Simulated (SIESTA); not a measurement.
**TaN under changes of volume**

One of the cells (10.813 Å³/atom); the others are scaled copies at fixed shape and fractional positions:

```
CELL_PARAMETERS angstrom
0.00000 2.21132 2.21132
2.21132 0.00000 2.21132
2.21132 2.21132 0.00000
ATOMIC_POSITIONS crystal
Ta 0.50000 0.50000 0.50000
N 0.00000 0.00000 0.00000
```

The cell comes from a database or a generator and needn't be the stable form of this composition.

- Program: SIESTA 5.4.2
- Functional: PBEsol
- Potentials or basis: PseudoDojo 0.4 standard (PBEsol files)
- Basis: DZP (energy shift 0.003 Ry; two zetas on semicore shells)
- Grid cutoff: 800 Ry
- Energy shift: 0.003 Ry
- k mesh: 10 × 10 × 10
- Occupations: fermi-dirac, width 0.05 eV
- Spin: no spin polarisation

```csv
volume (Å³/atom),energy over the lowest point (meV/atom),pressure (GPa)
10.164,28.87,19.7
10.381,8.64,10.5
10.597,0.00,2.5
10.813,1.53,-4.7
11.030,?,?
11.246,31.26,-16.8
11.462,57.38,-21.7
```

Q: What does the run at 11.030 Å³/atom give?

A: Energy over the lowest point 12.30 meV/atom; pressure -11.1 GPa.

Worked out: A Birch-Murnaghan fit of order 3 (a polynomial in V^(-2/3)) to the other rows has its minimum at 10.67 Å³/atom with B0 = V·E''(V) = 360 GPa and B' = 4.6. It gives 12.34 meV/atom at 11.030 Å³/atom, against the run's 12.30, and -dE/dV = -11.1 GPa, against -11.1.

Energies are extrapolated to zero smearing.

Caveats: short orbitals over semicore shells can move pressures by several GPa; the basis of atomic orbitals isn't converged, which shifts pressures, moduli and gaps.
